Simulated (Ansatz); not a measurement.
A 2-atom cell of KI started from a crystallographic database, relaxed with r2SCAN in the PAW code Ansatz. It is cubic, Fm-3m (No. 225); conventional cell a = 7.089 Å, 44.53 Å³ an atom. K has 6 I at 3.54 Å; I has 6 K at 3.54 Å.

The axes x, y and z are those of this cell:
```
CELL_PARAMETERS angstrom
0.00000 3.54457 3.54457
3.54457 0.00000 3.54457
3.54457 3.54457 0.00000
ATOMIC_POSITIONS crystal
K 0.00000 0.00000 0.00000
I 0.50000 0.50000 0.50000
```

Unstrained: With PBE the gap is 3.944 eV and direct, at Γ. The r2SCAN gap is direct at Γ: 4.585 eV. With HSE06 the gap is 4.940 eV and direct, at Γ. Meshes: PBE 6×6×6, r2SCAN 6×6×6, HSE06 4×4×4. Strains are changes of length per length. After each strain the atoms were relaxed again with r2SCAN within the symmetry that the strain leaves, so tilts or polar shifts that break it weren't tested; points keep the names that they have in the unstrained zone. No spin polarisation and no zero-point or thermal motion.

Q: One strain changed the r2SCAN stress by xx -1.27, yy -1.27, zz -0.36 GPa (compression positive) and the gap by -0.243 eV (PBE), -0.265 eV (r2SCAN), -0.266 eV (HSE06). Which kind of strain was it, and roughly how large?

A: Biaxial +5.73 % in x and y, z held. The pattern of the stress gives the kind; the size needs the stiffness, so it is an estimate.

Q: Apply uniaxial -2.78 % along x, other directions held. How far does the gap move, against the unstrained cell?

A: PBE: the gap goes from 3.944 to 4.002 eV (+0.058 eV); with r2SCAN the top three valence levels at Γ, degenerate before, become 1+2 from the top over 11 meV. r2SCAN: the gap goes from 4.585 to 4.648 eV (+0.063 eV). HSE06: the gap goes from 4.940 to 5.006 eV (+0.066 eV). The r2SCAN energy rises by 3.9 meV an atom.

No spin-orbit coupling is included; it can move band edges with weight on the heavy atoms by tenths of an eV.

The meshes of the hybrids are coarse, so their gaps aren't converged to the digits shown.

The splittings at Γ are without spin-orbit coupling, which regroups them where it is of like size or larger.
